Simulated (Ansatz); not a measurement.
**P — field gradients at the nuclei**

The cell is a COD entry whose atoms were relaxed with PBE, the cell held.

Space group P-1 (No. 2); a = 5.5030, b = 10.8842, c = 11.0238 Å, α = 94.68°, β = 99.83°, γ = 100.55°.

| site | Wyckoff | site symmetry | x | y | z |
| --- | --- | --- | --- | --- | --- |
| P1 | 2i | 1 | 0.0775 | 0.9909 | 0.6757 |
| P3 | 2i | 1 | 0.5856 | 0.1790 | 0.5409 |
| P5 | 2i | 1 | 0.1715 | 0.0510 | 0.1895 |
| P7 | 2i | 1 | 0.7783 | 0.3781 | 0.5599 |
| P9 | 2i | 1 | 0.6905 | 0.3031 | 0.0243 |
| P11 | 2i | 1 | 0.2387 | 0.0141 | 0.8756 |
| P13 | 2i | 1 | 0.5021 | 0.3179 | 0.6778 |
| P15 | 2i | 1 | 0.3733 | 0.3229 | 0.4779 |
| P17 | 2i | 1 | 0.0785 | 0.3667 | 0.1301 |
| P19 | 2i | 1 | 0.0078 | 0.1457 | 0.7997 |
| P21 | 2i | 1 | 0.8028 | 0.4900 | 0.1347 |
| P23 | 2i | 1 | 0.7634 | 0.3178 | 0.2288 |

One atom of each set is listed.

The numbers come from a DFT calculation in Ansatz (PBEsol, plane waves and PAW, scalar-relativistic, 420 eV cutoff, Γ-centred 6×3×3 k-points, Fermi–Dirac smearing 0.02 eV).

C_Q = eQV_zz/h, which is 24.18 MHz for Q = 1 b and V_zz = 10²¹ V/m²; η = (V_xx − V_yy)/V_zz.

(1) Give the quadrupolar parameters of the distinct sites.

Answers

(1) 

| site | atoms | first shell | V_xx, V_yy, V_zz (10²¹ V/m²) | η | C_Q (MHz) |
| --- | --- | --- | --- | --- | --- |
| P1 | 2 | 3 P at 2.21 Å | -0.22, -0.23, 0.45 | 0.02 | – |
| P3 | 2 | 3 P at 2.21 Å | -0.16, -0.28, 0.44 | 0.27 | – |
| P5 | 2 | 3 P at 2.21 Å | -0.10, -0.34, 0.44 | 0.54 | – |
| P7 | 2 | 3 P at 2.21 Å | -0.090, -0.36, 0.45 | 0.60 | – |
| P9 | 2 | 3 P at 2.21 Å | -0.061, -0.26, 0.32 | 0.62 | – |
| P11 | 2 | 3 P at 2.21 Å | -0.069, -0.33, 0.40 | 0.65 | – |
| P13 | 2 | 3 P at 2.20–2.21 Å | -0.084, -0.34, 0.42 | 0.60 | – |
| P15 | 2 | 3 P at 2.20–2.21 Å | -0.12, -0.18, 0.31 | 0.20 | – |
| P17 | 2 | 3 P at 2.21 Å | -0.049, -0.28, 0.33 | 0.70 | – |
| P19 | 2 | 3 P at 2.21 Å | -0.071, -0.40, 0.47 | 0.70 | – |
| P21 | 2 | 3 P at 2.21 Å | -0.15, -0.32, 0.47 | 0.37 | – |
| P23 | 2 | 3 P at 2.21 Å | -0.11, -0.35, 0.46 | 0.52 | – |

The structure holds P–P bonds (2.21 Å). At P1, P5, P7, P9, P11 and P19 and others V_zz stands upright on the plane through its three neighbours (within 12°) in each case.

P has no stable isotope with a ground-state quadrupole moment in the table, so no C_Q is given.

Hardware: 4 threads of Intel Xeon 6975P-C (Granite Rapids) (x86_64; 16 cores open to the job, memory cap 8.0 GiB, no GPU), a shared host with a load of 0.3 a core. Wall time 25 s, CPU time 91 s, peak memory 2.1 GiB.
